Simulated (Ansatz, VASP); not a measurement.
One calculation of SrO, two programs

```
CELL_PARAMETERS angstrom
3.52944 0.00000 0.00000
-1.76472 3.05658 0.00000
0.00000 0.00000 6.17558
ATOMIC_POSITIONS crystal
Sr 0.66667 0.33333 0.75000
Sr 0.33333 0.66667 0.25000
O 0.00000 0.00000 0.50000
O 0.00000 0.00000 0.00000
```

Change from the starting cell: volume scaled by 0.98.

Alike in both runs: task single point; functional LDA; k mesh 9 × 9 × 5; occupations fermi-dirac, width 0.05 eV; no spin polarisation.

|  | VASP | Ansatz |
| --- | --- | --- |
| version | VASP 6.6.1 | Ansatz 0.2.0 |
| potentials or method | VASP PAW LDA potentials, release 64 (Sr_sv, O), cutoff 520 eV | all-electron LAPW, scalar-relativistic |

VASP gave:

```
gap on the k mesh at the Fermi level (eV)       : 2.92
least direct gap on the mesh (eV)               : 2.99
pressure (GPa)                                  : -3.3
largest component of the traceless stress (GPa) : 0.43
```

What did Ansatz give for the same quantities?

gap on the k mesh at the Fermi level (eV): 2.97; least direct gap on the mesh (eV): 2.98; pressure (GPa): -4.0; largest component of the traceless stress (GPa): 0.44.

Ansatz ran all-electron here, so the differences hold the error of VASP's frozen core and of both bases.

Caveats: an odd mesh through Γ misses points on the zone boundary, where band edges often lie.
